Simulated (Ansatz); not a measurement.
**SnO: moving O off its site**

SnO, P4/nmm, a = 3.770 Å, c = 4.563 Å. Ansatz: PBEsol+D3(BJ), PAW, 420 eV, Γ-centred 12×12×10 mesh on 4 atoms, Gaussian smearing 0.15 eV; no spin polarisation.

```
Sn O
1.0
     3.77039    0.00000    0.00000
     0.00000    3.77039    0.00000
     0.00000    0.00000    4.56337
Sn O
2 2
Direct
  0.00000 0.50000 0.25326
  0.50000 0.00000 0.74674
  0.00000 0.00000 0.00000
  0.50000 0.50000 0.00000
```

Atom 3 (O) moves by x along the unit vector (0.707, 0.707, 0.000), with its periodic images; all else is held. y is the free energy of the cell over the start, F the force along the path summed over the moved atoms. Symmetry makes y even in x.

| x (Å) | y (meV) | F (eV/Å) |
| --- | --- | --- |
| -0.300 | ? | ? |
| -0.100 | 43.7 | 0.88 |
| 0.000 | 0.0 | 0.00 |
| 0.050 | 10.9 | -0.44 |
| 0.150 | 99.0 | -1.34 |
| 0.200 | 177.5 | -1.81 |
| 0.250 | 280.5 | -2.31 |

Q: Fit y = c2 x² + c4 x⁴ to the energies of the other rows, give the force constant, and predict energy and force of the missing row.

A: Least squares on the rows shown. y = 4349.0 x² + 2222.6 x⁴. The force constant is 2 c2 = 8.70 eV/Å² (for all images moving together, not for a lone atom). The force −dy/dx at the missing row is 2.85 eV/Å (computed 2.84). At x = -0.300 the fit asked for gives 409.4 meV. The run gave 409.3 meV, so the fit is 0.1 meV too high, a small miss on the scale of the series.

Cost: 7 runs of about 2.9 core-minutes in all, on Intel Xeon 6975P-C (Granite Rapids) (shared hosts).